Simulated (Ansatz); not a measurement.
# GaN: the cost of one run

Method: DFT PBE, scalar-relativistic, plane waves, PAW, in Ansatz 0.2.0.

1 further run of the same task is left out (set aside as unsound or not needed).

### Step 1. The system as given

Symmetry: Fm-3m, No. 225, cubic system. Conventional cell: a = 4.268 Å, b = 4.268 Å, c = 4.268 Å, α = 90.00°, β = 90.00°, γ = 90.00°. Ga (site symmetry m-3m) is surrounded by 6 N at 2.13 Å. Around N (site symmetry m-3m) lie 6 Ga at 2.13 Å.

Structure file:

```cif
data_structure
_symmetry_space_group_name_H-M 'P 1'
_symmetry_Int_Tables_number 1
_cell_length_a 3.0181
_cell_length_b 3.0181
_cell_length_c 14.7857
_cell_angle_alpha 90.000
_cell_angle_beta 90.000
_cell_angle_gamma 60.000
_cell_volume 116.64
loop_
_atom_site_label
_atom_site_type_symbol
_atom_site_fract_x
_atom_site_fract_y
_atom_site_fract_z
_atom_site_occupancy
Ga1 Ga 0.00000 0.00000 0.50000 1
Ga2 Ga 0.33333 0.33333 0.33333 1
Ga3 Ga 0.66667 0.66667 0.66667 1
Ga4 Ga 0.00000 0.00000 0.00000 1
Ga5 Ga 0.33333 0.33333 0.83333 1
Ga6 Ga 0.66667 0.66667 0.16667 1
N1 N 0.66667 0.66667 0.41667 1
N2 N 0.00000 0.00000 0.25000 1
N3 N 0.33333 0.33333 0.58333 1
N4 N 0.66667 0.66667 0.91667 1
N5 N 0.00000 0.00000 0.75000 1
N6 N 0.33333 0.33333 0.08333 1
```

It goes back to an entry of the Materials Project, which need not be the stable form.

It is built from the cell relaxed beforehand with the same method (9.72 Å³/atom).

### Step 2. The reference: the undisturbed cell on the scan's mesh

input.yaml reads:

```yaml
crystal:
  lattice:
    - [2.1341311777, -2.1341311777, 0.0]
    - [2.1341311777, 0.0, -2.1341311777]
    - [8.5365247106, 8.5365247106, 8.5365247106]
  atoms:
    - { symbol: Ga, position: [1.0, 0.0, 0.5] }
    - { symbol: Ga, position: [0.3333333333, 0.3333333333, 0.3333333333] }
    - { symbol: Ga, position: [0.6666666667, 0.6666666667, 0.6666666667] }
    - { symbol: Ga, position: [1.0, 1.0, 0.0] }
    - { symbol: Ga, position: [0.3333333333, 0.3333333333, 0.8333333333] }
    - { symbol: Ga, position: [0.6666666667, 0.6666666667, 0.1666666667] }
    - { symbol: "N", position: [0.6666666667, 0.6666666667, 0.4166666667] }
    - { symbol: "N", position: [0.0, 0.0, 0.25] }
    - { symbol: "N", position: [0.3333333333, 0.3333333333, 0.5833333333] }
    - { symbol: "N", position: [0.6666666667, 0.6666666667, 0.9166666667] }
    - { symbol: "N", position: [1.0, 1.0, 0.75] }
    - { symbol: "N", position: [0.3333333333, 0.3333333333, 0.0833333333] }
basis:
  ecutwfc: 420
kpoints:
  mp_grid: { grid: [13, 13, 3] }
hamiltonian:
  xc: pbe
scf:
  occupations: { method: gaussian, width: 0.05 }
output:
  forces: true
  stress: true
  eigenvalues: true
```

Started as:

```sh
$ ansatz run input.yaml --threads 2 --pin off --max-ram 5120MiB --backend cpu --events-out ev --progress --plain --runs-dir out
```

**Question.** How long does this run take on 2 threads of Arm Neoverse V1, shared host, and how much memory does it need?

About 15 s, with a peak of 0.61 GiB.
